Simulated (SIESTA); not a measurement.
BaTiO3:

```
CELL_PARAMETERS angstrom
4.00600 0.00000 0.00000
0.00000 4.00600 0.00000
0.00000 0.00000 4.00600
ATOMIC_POSITIONS crystal
Ba 0.50000 0.50000 0.50000
Ti 0.00000 0.00000 0.00000
O 0.00000 0.00000 0.50000
O 0.00000 0.50000 0.00000
O 0.50000 0.00000 0.00000
```

Base run:

- Program: SIESTA 5.4.2
- Functional: PBE
- Potentials or basis: PseudoDojo 0.4 standard (PBE files)
- Basis: DZP (energy shift 0.003 Ry; two zetas on semicore shells; d shell added on Ba)
- Grid cutoff: 800 Ry
- Energy shift: 0.003 Ry
- k mesh: 7 × 7 × 7
- Occupations: fermi-dirac, width 0.05 eV
- Spin: no spin polarisation

Its results: band gap on the k mesh 1.74 eV, indirect (least direct gap 1.81 eV); pressure 3.8 GPa.

Problem. The run is repeated on the same cell with these changes: basis from DZP (energy shift 0.003 Ry; two zetas on semicore shells; d shell added on Ba) to TZDP (energy shift 0.003 Ry; two zetas on semicore shells; d shell added on Ba). What comes out?

Solution. Band gap on the k mesh 1.80 eV, indirect (least direct gap 1.88 eV); pressure 3.7 GPa.

Caveats: this set's barium file shifts pressures by up to 1 GPa against other sets; spin-orbit coupling is left out, which moves the levels of the heavy elements; an odd mesh through Γ misses points on the zone boundary, where band edges often lie; the basis of atomic orbitals isn't converged, which shifts pressures, moduli and gaps.
